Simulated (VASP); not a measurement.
Runs of VASP 6.6.1 on InSe. The cell holds a slab with vacuum, 8 atoms: a = 4.000 Å, b = 4.000 Å, c = 31.798 Å, α = 90.00°, β = 90.00°, γ = 120.00°. 

```csv
task,level,potentials or basis,spin,cell,k mesh,cutoff (eV),dipole correction,grid for exact exchange (PRECFOCK),screening parameter,gap on the mesh (eV),relaxed volume (Å³/atom),largest force (eV/Å)
relaxation of cell and atoms,PBE,"VASP PAW PBE potentials, release 64 (Se, In_d)",off,relaxed,9 × 9 × 1,600,-,-,-,(a),57.51,0.01
band structure,PBE+D3(BJ),"VASP PAW PBE potentials, release 64 (Se, In_d)","SOC, no magnetisation","P3m1, 55.96 Å³/atom",9 × 9 × 1,520,yes,-,-,-,-,0.01
relaxation of cell and atoms,PBE+D3(BJ),"VASP PAW PBE potentials, release 64 (Se, In_d)",off,relaxed,9 × 9 × 1,600,-,-,-,1.03,55.95,-
band structure,PBE+D3(BJ),"VASP PAW PBE potentials, release 64 (Se, In_d)",off,"P3m1, 55.95 Å³/atom",6 × 6 × 1,520,yes,-,-,1.08,-,0.01
band structure,PBE+D3(BJ),"VASP PAW PBE potentials, release 64 (Se, In_d)",off,"P3m1, 55.96 Å³/atom",9 × 9 × 1,520,yes,-,-,1.03,-,-
band structure,LDA,"VASP PAW LDA potentials, release 64 (Se, In_d)",off,"P3m1, 55.96 Å³/atom",9 × 9 × 1,520,yes,-,-,0.87,-,(b)
band structure,HSE06,"VASP PAW PBE potentials, release 64 (Se, In_d)",off,"P3m1, 55.95 Å³/atom",6 × 6 × 1,520,yes,Fast,0.2 1/A,1.81,-,0.37
relaxation of cell and atoms,LDA,"VASP PAW LDA potentials, release 64 (Se, In_d)",off,relaxed,9 × 9 × 1,600,-,-,-,1.03,54.07,0.01
```

Alike in all rows: smearing gaussian 0.03 eV.

**Question.** Fill in the values left out.

**Answer.** (a) 1.06; (b) 0.40.

Caveats: spin-orbit coupling is left out, which moves the levels of the heavy elements (some runs); without dispersion, layers of such crystals drift apart on relaxing, which shifts levels and gaps (some runs); volumes and pressures include the vacuum (some runs); the PAW data sets were made with another functional, which shifts forces and pressure a little (some runs).

A k mesh can miss the band edges, and rows without SOC leave out spin-orbit coupling on In, Se.
